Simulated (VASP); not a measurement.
# ScAl3N4 (Cmc2_1) in VASP: notebook

The runs below take ScAl3N4 through relaxation of cell and atoms, with PBEsol.

Program: VASP 6.6.1. These are calculated values, not measurements. Logs are shortened: lines on timing, memory, paths and dates and some standing lists are left out, and cuts for length are marked.

## 1. The crystal as given

The structure is orthorhombic, space group Cmc2_1 (No. 36). The conventional cell has a = 6.473 Å, b = 11.212 Å, c = 5.179 Å, α = 90.00°, β = 90.00°, γ = 90.00°. Sc (site symmetry m) has 4 N at 1.97 Å as nearest neighbours. Around Al (site symmetry 1) lie 4 N at 1.97 Å. Al (site symmetry m) is surrounded by 4 N at 1.97 Å. N (site symmetry m) has 2 Sc at 1.97 Å and 2 Al at 1.97 Å as nearest neighbours. N (site symmetry 1) is surrounded by 3 Al at 1.97 Å and 1 Sc at 1.97 Å. N (site symmetry m) is surrounded by 4 Al at 1.97 Å.

The cell was built by a generator and needn't be a form met in nature.

## 2. Relaxation of cell and atoms, PBEsol

File INCAR:

```
  PREC = Accurate
  ENCUT = 600
  EDIFF = 1E-6
  ISMEAR = 0
  SIGMA = 0.03
  LREAL = False
  LASPH = True
  NELM = 80
  ALGO = Normal
  ISIF = 3
  LWAVE = False
  LCHARG = False
  GGA = PS
  IBRION = 2
  NSW = 90
  EDIFFG = -0.01
  KPAR = 4
```

File KPOINTS:

```
Automatic mesh
0
Gamma
  6 6 6
```

File POSCAR:

```
ScAl3N4
1.0
    0.0000000000      0.0000000000     -5.1789238400
    3.2366974300      5.6061244100      0.0000000000
    3.2366974300     -5.6061244100      0.0000000000
Sc Al N
2 6 8
Direct
    0.0000000000      0.1666666700      0.3333333300
    0.5000000000      0.3333333300      0.6666666700
    0.0000000000      0.1666666700      0.8333333300
    0.0000000000      0.6666666700      0.3333333300
    0.0000000000      0.6666666700      0.8333333300
    0.5000000000      0.3333333300      0.1666666700
    0.5000000000      0.8333333300      0.6666666700
    0.5000000000      0.8333333300      0.1666666700
    0.6200000000      0.1666666700      0.3333333300
    0.6200000000      0.1666666700      0.8333333300
    0.6200000000      0.6666666700      0.3333333300
    0.6200000000      0.6666666700      0.8333333300
    0.1200000000      0.3333333300      0.6666666700
    0.1200000000      0.3333333300      0.1666666700
    0.1200000000      0.8333333300      0.6666666700
    0.1200000000      0.8333333300      0.1666666700
```

Potentials or basis: VASP PAW PBE potentials, release 64 (Sc_sv, Al, N).

Run with:

```
$ cat potpaw_PBE.64/Sc_sv/POTCAR potpaw_PBE.64/Al/POTCAR potpaw_PBE.64/N/POTCAR > POTCAR
$ mpirun -np 4 vasp_std > vasp.out
```

OUTCAR:

```text
PREC = Accurate
   ENCUT = 600
   EDIFF = 1E-6
   ISMEAR = 0
   LREAL = False
   LASPH = True
   NELM = 80
   ISIF = 3
   GGA = PS
   IBRION = 2
   NSW = 90
   EDIFFG = -0.01

 ion  position               nearest neighbor table
   1  0.000  0.167  0.333-   9 1.97  14 1.97  13 1.97  16 1.97   6 3.19   6 3.19   8 3.19   2 3.19
                             2 3.19   8 3.19   5 3.24   5 3.24   4 3.24   3 3.24   3 3.24   4 3.24
   2  0.500  0.333  0.667-  13 1.97  10 1.97  12 1.97   9 1.97   3 3.19   3 3.19   5 3.19   1 3.19
                             1 3.19   5 3.19   8 3.24   8 3.24   7 3.24   6 3.24   6 3.24   7 3.24
   3  0.000  0.167  0.833-  10 1.97  13 1.97  14 1.97  15 1.97   2 3.19   2 3.19   7 3.19   6 3.19
                             6 3.19   7 3.19   4 3.24   4 3.24   1 3.24   5 3.24   1 3.24   5 3.24
   4  0.000  0.667  0.333-  11 1.97  16 1.97  15 1.97  14 1.97   8 3.19   8 3.19   6 3.19   6 3.19
                             7 3.19   7 3.19   3 3.24   3 3.24   5 3.24   1 3.24   5 3.24   1 3.24
   5  0.000  0.667  0.833-  12 1.97  15 1.97  13 1.97  16 1.97   7 3.19   7 3.19   8 3.19   2 3.19
                             2 3.19   8 3.19   1 3.24   1 3.24   3 3.24   4 3.24   4 3.24   3 3.24
   6  0.500  0.333  0.167-  14 1.97   9 1.97  11 1.97  10 1.97   1 3.19   1 3.19   4 3.19   3 3.19
                             3 3.19   4 3.19   7 3.24   7 3.24   2 3.24   8 3.24   2 3.24   8 3.24
   7  0.500  0.833  0.667-  15 1.97  12 1.97  10 1.97  11 1.97   5 3.19   5 3.19   3 3.19   3 3.19
                             4 3.19   4 3.19   6 3.24   6 3.24   2 3.24   8 3.24   8 3.24   2 3.24
   8  0.500  0.833  0.167-  16 1.97  11 1.97  12 1.97   9 1.97   4 3.19   4 3.19   5 3.19   1 3.19
                             1 3.19   5 3.19   2 3.24   2 3.24   6 3.24   7 3.24   7 3.24   6 3.24
   9  0.620  0.167  0.333-   1 1.97   6 1.97   2 1.97   8 1.97
  10  0.620  0.167  0.833-   3 1.97   2 1.97   6 1.97   7 1.97
  11  0.620  0.667  0.333-   4 1.97   8 1.97   7 1.97   6 1.97
  12  0.620  0.667  0.833-   5 1.97   7 1.97   2 1.97   8 1.97
  13  0.120  0.333  0.667-   2 1.97   3 1.97   1 1.97   5 1.97
  14  0.120  0.333  0.167-   6 1.97   1 1.97   4 1.97   3 1.97
  15  0.120  0.833  0.667-   7 1.97   5 1.97   3 1.97   4 1.97
  16  0.120  0.833  0.167-   8 1.97   4 1.97   5 1.97   1 1.97

  LATTYP: Found a hexagonal cell.
 ALAT       =     6.4733948708
 C/A-ratio  =     0.8000321228

  Lattice vectors:

 A1 = (   3.2366974300,   5.6061244100,   0.0000000000)
 A2 = (   3.2366974300,  -5.6061244100,   0.0000000000)
 A3 = (   0.0000000000,   0.0000000000,  -5.1789238400)

Analysis of symmetry for initial positions (statically):
=====================================================================
 Subroutine PRICEL returns:
 Original cell was already a primitive cell.

 Routine SETGRP: Setting up the symmetry group for a
 hexagonal supercell.

 Subroutine GETGRP returns: Found  4 space group operations
 (whereof  2 operations were pure point group operations)
 out of a pool of 24 trial point group operations.

The static configuration has the point symmetry C_1h.
 The point group associated with its full space group is C_2v.

Analysis of symmetry for dynamics (positions and initial velocities):
=====================================================================
 Subroutine PRICEL returns:
 Original cell was already a primitive cell.

 Routine SETGRP: Setting up the symmetry group for a
 hexagonal supercell.

 Subroutine GETGRP returns: Found  4 space group operations
 (whereof  2 operations were pure point group operations)
 out of a pool of 24 trial point group operations.

The dynamic configuration has the point symmetry C_1h.
 The point group associated with its full space group is C_2v.

 Subroutine INISYM returns: Found  4 space group operations
 (whereof  2 operations are pure point group operations),
 and found     1 'primitive' translations

----------------------------------------------------------------------------------------

                                     Primitive cell

  volume of cell :     187.9465

  direct lattice vectors                    reciprocal lattice vectors
     0.000000000  0.000000000 -5.178923840     0.000000000  0.000000000 -0.193090308
     3.236697430  5.606124410  0.000000000     0.154478449  0.089188174  0.000000000
     3.236697430 -5.606124410  0.000000000     0.154478449 -0.089188174  0.000000000

  length of vectors
     5.178923840  6.473394871  6.473394871     0.193090308  0.178376349  0.178376349

  position of ions in fractional coordinates (direct lattice)
     0.000000000  0.166666670  0.333333330
     0.500000000  0.333333330  0.666666670
     0.000000000  0.166666670  0.833333330
     0.000000000  0.666666670  0.333333330
     0.000000000  0.666666670  0.833333330
     0.500000000  0.333333330  0.166666670
[... 8 lines left out ...]
     0.120000000  0.833333330  0.666666670
     0.120000000  0.833333330  0.166666670

  ion indices of the primitive-cell ions
   primitive index   ion index
                 1           1
                 2           2
                 3           3
                 4           4
                 5           5
                 6           6
[... 8 lines left out ...]
                15          15
                16          16

----------------------------------------------------------------------------------------

 KPOINTS: Automatic mesh

Automatic generation of k-mesh.
 Grid dimensions read from file:
 generate k-points for:    6    6    6

 Generating k-lattice:

  Cartesian coordinates                     Fractional coordinates (reciprocal lattice)
     0.000000000  0.000000000 -0.032181718     0.166666667  0.000000000  0.000000000
     0.025746408  0.014864696  0.000000000     0.000000000  0.166666667  0.000000000
     0.025746408 -0.014864696  0.000000000     0.000000000  0.000000000  0.166666667

  Length of vectors
     0.032181718  0.029729391  0.029729391

  Shift w.r.t. Gamma in fractional coordinates (k-lattice)
     0.000000000  0.000000000  0.000000000

 Subroutine IBZKPT returns following result:
 ===========================================

 Found     52 irreducible k-points:

 Following reciprocal coordinates:
            Coordinates               Weight
  0.000000  0.000000  0.000000      1.000000
  0.166667  0.000000  0.000000      2.000000
  0.333333  0.000000  0.000000      2.000000
  0.500000  0.000000  0.000000      1.000000
  0.000000  0.166667  0.000000      4.000000
  0.000000  0.000000  0.166667      2.000000
[... 16 lines left out ...]
  0.166667  0.500000 -0.000000      4.000000
  0.166667 -0.000000  0.500000      2.000000
 [... further k-points ...]
   k-points           NKPTS =     52   k-points in BZ     NKDIM =     52   number of bands    NBANDS=     49
   number of dos      NEDOS =    301   number of ions     NIONS =     16
   total plane-waves  NPLWV = 122472
   dimension x,y,z NGX =    42 NGY =   54 NGZ =   54
   dimension x,y,z NGXF=    84 NGYF=  108 NGZF=  108
   ions per type =               2   6   8
   NGX,Y,Z   is equivalent  to a cutoff of  13.48, 13.87, 13.87 a.u.
   NGXF,Y,Z  is equivalent  to a cutoff of  26.96, 27.74, 27.74 a.u.
 SYSTEM =  unknown system
   PREC   = accura    normal or accurate (medium, high low for compatibility)
   ISTART =      0    job   : 0-new  1-cont  2-samecut
   ICHARG =      2    charge: 1-file 2-atom 10-const
   ISPIN  =      1    spin polarized calculation?
   LNONCOLLINEAR =      F non collinear calculations
   LSORBIT =      F    spin-orbit coupling
   LASPH  =      T    aspherical Exc in radial PAW
   ENCUT  =  600.0 eV  44.10 Ry    6.64 a.u.  10.34 12.93 12.93*2*pi/ulx,y,z
   NELM   =     80;   NELMIN=  2; NELMDL= -5     # of ELM steps
   EDIFF  = 0.1E-05   stopping-criterion for ELM
   LREAL  =      F    real-space projection
   EDIFFG = -.1E-01   stopping-criterion for IOM
   NSW    =     90    number of steps for IOM
   IBRION =      2    ionic relax: 0-MD 1-quasi-New 2-CG
   NFREE  =      1    steps in history (QN), initial steepest desc. (CG)
   ISIF   =      3    stress and relaxation
   ISYM   =      2    0-nonsym 1-usesym 2-fastsym
   POTIM  = 0.5000    time-step for ionic-motion
   TEBEG  =    0.0;   TEEND  =   0.0 temperature during run
   PSTRESS=    0.0 pullay stress
   NELECT =      80.0000    total number of electrons
   NUPDOWN=      -1.0000    fix difference up-down
   EMIN   =  10.00;   EMAX   =-10.00  energy-range for DOS
   EFERMI =   0.00;   METHOD = LEGACY
   ISMEAR =     0;   SIGMA  =   0.03  broadening in eV -4-tet -1-fermi 0-gaus
   EFERMI_NEDOS =   21; number of points for ismear=-14 and -15
   IALGO  =     38    algorithm
   IMIX   =      4    mixing-type and parameters
     AMIX     =   0.40;   BMIX     =  1.00
     AMIX_MAG =   1.60;   BMIX_MAG =  1.00
  volume/ion in A,a.u.               =      11.75        79.27
  Fermi-wavevector in a.u.,A,eV,Ry     =   1.231478  2.327156 20.633758  1.516538
  Thomas-Fermi vector in A             =   2.366286
   LORBIT       =      0    0 simple, 1 ext, 2 COOP (PROOUT), +10 PAW based schemes
   GGA     = PS    functional components
   LHFCALC =     F    Hartree Fock is set to
   AEXX    =    0.0000 exact exchange contribution
   IVDW    =     0    specifies the selected vdW correction
   LEPSILON=     F    determine dielectric tensor
   LRPA    =     F    only Hartree local field effects (RPA)
 conjugate gradient relaxation of ions
 non-spin polarized calculation
 Gauss-broadening in eV      SIGMA  =   0.03
  energy-cutoff  :      600.00
  volume of cell :      187.95
 maximum number of plane-waves:      6321
 NGX is ok and might be reduce to    42
   NGX = 21   NGY = 25   NGZ = 25

--------------------------------------- Ionic step        1  -------------------------------------------

 number of electron      79.9999988 magnetization

 Free energy of the ion-electron system (eV)
  ---------------------------------------------------
  ext. energy  EPLUGINS =         0.00000000
  ---------------------------------------------------
  free energy    TOTEN  =      -129.03493793 eV

  energy without entropy =     -129.03493793  energy(sigma->0) =     -129.03493793

------------------------ aborting loop because EDIFF is reached ----------------------------------------

  FORCE on cell =-STRESS in cart. coord.  units (eV):
  Direction    XX          YY          ZZ          XY          YZ          ZX
  --------------------------------------------------------------------------------------
  -------------------------------------------------------------------------------------
  Total       -3.6758635     -3.6515388     -5.1994856      0.0210658      0.0000000      0.0000000
  in kB      -31.3354263    -31.1280669    -44.3237615      0.1795787      0.0000000      0.0000000
  external PRESSURE =     -35.5957516 kB  Pullay stress =       0.0000000 kB
[... 131 lines left out ...]
  FREE ENERGIE OF THE ION-ELECTRON SYSTEM (eV)
  ---------------------------------------------------
  free  energy   TOTEN  =      -130.3309548350 eV

  energy  without entropy=     -130.3309548350  energy(sigma->0) =     -130.33095483

[... ionic steps 4 to 13 ...]

--------------------------------------- Ionic step       14  -------------------------------------------

 number of electron      80.0000007 magnetization

------------------------ aborting loop because EDIFF is reached ----------------------------------------

  FORCE on cell =-STRESS in cart. coord.  units (eV):
  Direction    XX          YY          ZZ          XY          YZ          ZX
  --------------------------------------------------------------------------------------
  -------------------------------------------------------------------------------------
  Total       -0.0438983     -0.0162642      0.0267651      0.0239319      0.0000000      0.0000000
  in kB       -0.3897696     -0.1444082      0.2376451      0.2124892      0.0000000      0.0000000
  external PRESSURE =      -0.0988442 kB  Pullay stress =       0.0000000 kB
[... 85 lines left out ...]
  energy  without entropy=     -130.4887932987  energy(sigma->0) =     -130.48879330

--------------------------------------- Ionic step       16  -------------------------------------------

 number of electron      80.0000008 magnetization

 Free energy of the ion-electron system (eV)
  ---------------------------------------------------
  ext. energy  EPLUGINS =         0.00000000
  ---------------------------------------------------
  free energy    TOTEN  =      -130.48885660 eV

  energy without entropy =     -130.48885660  energy(sigma->0) =     -130.48885660

 E-fermi :   5.1679     XC(G=0): -11.0498

 val. band max:        5.0390307643   @ k =   0.0000   0.0000   0.0000
 cond. band min:       8.5902951271   @ k =   0.0000   0.3333   0.3333
 fundamental gap:      3.5512643628
 Fermi energy:         5.1678779861

 k-point     1 :       0.0000    0.0000    0.0000
  band No.  band energies     occupation
      1     -41.5527      2.00000
      2     -41.5191      2.00000
      3     -20.5200      2.00000
      4     -20.4921      2.00000
      5     -20.4528      2.00000
      6     -20.4192      2.00000
[... 1237 lines left out ...]
     48      10.8539      0.00000
     49      10.9593      0.00000

 [... further k-points ...]
[... 5 lines left out ...]
  --------------------------------------------------------------------------------------
  -------------------------------------------------------------------------------------
  Total       -0.0009822     -0.0117239     -0.0048814     -0.0093026     -0.0000000      0.0000000
  in kB       -0.0087208     -0.1040991     -0.0433433     -0.0826000     -0.0000000      0.0000000
  external PRESSURE =      -0.0520544 kB  Pullay stress =       0.0000000 kB
[... 31 lines left out ...]
  FREE ENERGIE OF THE ION-ELECTRON SYSTEM (eV)
  ---------------------------------------------------
  free  energy   TOTEN  =      -130.4888566049 eV

  energy  without entropy=     -130.4888566049  energy(sigma->0) =     -130.48885660

 reached required accuracy - stopping structural energy minimisation
```

Run time: 45 min. Hardware: 4 MPI ranks of AMD EPYC 7R13 (Zen 3), shared host; peak memory 0.69 GiB.

Results:

| Item | Value |
| --- | --- |
| Free energy | -130.4889 eV |
| Relaxed volume | 11.28 Å³/atom |
| Relaxed cell | a = 4.996 Å, b = 6.478 Å, c = 6.447 Å, α = 120.16°, β = 90.00°, γ = 90.00° |
| Space group after relaxing (to 0.05 Å) | Cmc2_1 (No. 36) |
| Energy gained by relaxing | 90.9 meV/atom |
| Ionic steps | 16 |
| Pressure after relaxing | 0.0 GPa |
| Largest force after relaxing | 0.007 eV/Å |
| Band gap on the k mesh | 3.55 eV, indirect (least direct gap 3.62 eV) |

Forces in eV/Å, atoms in the order of the input:
```
Sc   0.001 -0.001  0.005
Sc  -0.001  0.001  0.005
Al   0.000 -0.001  0.001
Al  -0.005  0.003 -0.002
Al   0.001  0.000  0.001
Al   0.000  0.001  0.001
Al   0.005 -0.003 -0.002
Al  -0.001  0.000  0.001
N    0.004 -0.002  0.002
N   -0.003  0.000 -0.005
N    0.005 -0.003  0.004
N   -0.001  0.003 -0.005
N   -0.004  0.002  0.002
N    0.003  0.000 -0.005
N   -0.005  0.003  0.004
N    0.001 -0.003 -0.005
```

Step by step:
```
step  energy change (eV)  largest force (eV/Å)  pressure (GPa)  volume (Å³)
   1              0.0000                3.3381           -3.56       187.95
   2             -1.2892                0.9373            0.33       180.94
   3             -1.2960                0.9084           -0.09       181.41
   4             -1.4069                0.3836            0.29       180.67
   5             -1.4073                0.3954            0.26       180.72
   6             -1.4363                0.1622           -0.28       181.04
   7             -1.4414                0.2084           -0.61       181.24
   8             -1.4512                0.0970            0.32       180.18
   9             -1.4513                0.0904            0.26       180.25
  10             -1.4533                0.0539           -0.09       180.52
  11             -1.4533                0.0523           -0.05       180.49
  12             -1.4537                0.0211            0.02       180.43
  13             -1.4537                0.0248            0.03       180.41
  14             -1.4539                0.0155           -0.01       180.45
  15             -1.4539                0.0161           -0.01       180.45
  16             -1.4539                0.0070           -0.01       180.44
```

Final structure:
```
Sc Al N
1.0
     0.00000    0.00000   -4.99645
     3.23899    5.61010    0.00000
     3.20848   -5.59248    0.00000
Sc Al N
2 6 8
Direct
  0.01176 0.16117 0.32233
  0.51176 0.33883 0.67767
  0.00248 0.16394 0.83497
  0.00568 0.66535 0.33070
  0.00248 0.67103 0.83497
  0.50248 0.33606 0.16503
  0.50568 0.83465 0.66930
  0.50248 0.82897 0.16503
  0.58733 0.15876 0.31751
  0.62471 0.15440 0.84520
  0.62086 0.66752 0.33505
  0.62471 0.69080 0.84520
  0.08733 0.34124 0.68249
  0.12471 0.34560 0.15480
  0.12086 0.83248 0.66495
  0.12471 0.80920 0.15480
```

Levels at points of the mesh, in eV from the valence-band top:
```tsv
k point	band 36	band 37	band 38	band 39	band 40	band 41	band 42	band 43	band 44	band 45
(0.00, 0.00, 0.00)	-0.55	-0.49	-0.43	-0.24	0.00	3.74	3.91	3.98	4.30	4.52
(0.50, 0.00, 0.00)	-0.96	-0.59	-0.59	-0.37	-0.37	4.36	4.36	4.55	4.55	5.06
(0.00, 0.50, 0.00)	-0.59	-0.28	-0.26	-0.18	-0.09	3.83	4.19	4.53	4.62	5.19
(0.00, 0.00, 0.50)	-0.68	-0.24	-0.24	-0.21	-0.14	3.62	4.27	4.43	4.82	4.92
(0.50, 0.50, 0.00)	-0.73	-0.35	-0.35	-0.26	-0.26	4.62	4.62	4.95	4.95	5.30
(0.50, 0.00, 0.50)	-0.95	-0.38	-0.38	-0.18	-0.18	4.47	4.47	4.96	4.96	5.49
```

Caveat: the PAW data sets were made with another functional, which shifts forces and pressure a little.

(Part 1 of 2 ends here.)
